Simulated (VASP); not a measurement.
**LiH: single point with PBE**

LiH:

```
Li H
1.0
     0.00000    2.14512    2.14512
     2.14512    0.00000    2.14512
     2.14512    2.14512    0.00000
Li H
1 1
Direct
  0.00000 0.00000 0.00000
  0.25000 0.25000 0.25000
```

The cell was built by a generator and needn't be a form met in nature.

```
Program                : VASP 6.6.1
Task                   : single point
Functional             : PBE
Potentials or basis    : VASP PAW PBE potentials, release 64 (Li_sv, H)
Cutoff                 : 520 eV
k mesh                 : 10 × 10 × 10
Occupations            : gaussian, width 0.01 eV
Spin                   : no spin polarisation
Dipole correction      : no
Further INCAR settings : ALGO = Fast; EDIFF = 1e-07; NBANDS = 9
```

```
Band gap on the k mesh : 4.24 eV, indirect (least direct gap 5.27 eV)
```

Levels at points of the mesh, in eV from the valence-band top:
```csv
k point,band 1,band 2,band 3,band 4,band 5
"(0.00, 0.00, 0.00)",-43.32,-3.66,13.10,17.30,17.30
"(0.50, 0.00, 0.00)",-43.30,-1.03,4.24,15.08,15.08
"(0.50, 0.50, 0.00)",-43.29,-0.31,7.22,9.99,10.76
```

Run time: 13 s on 1 thread of Intel(R) Xeon(R) Platinum 8488C (Sapphire Rapids) (shared host), peak memory 0.12 GiB.

 A k mesh can miss the band edges.
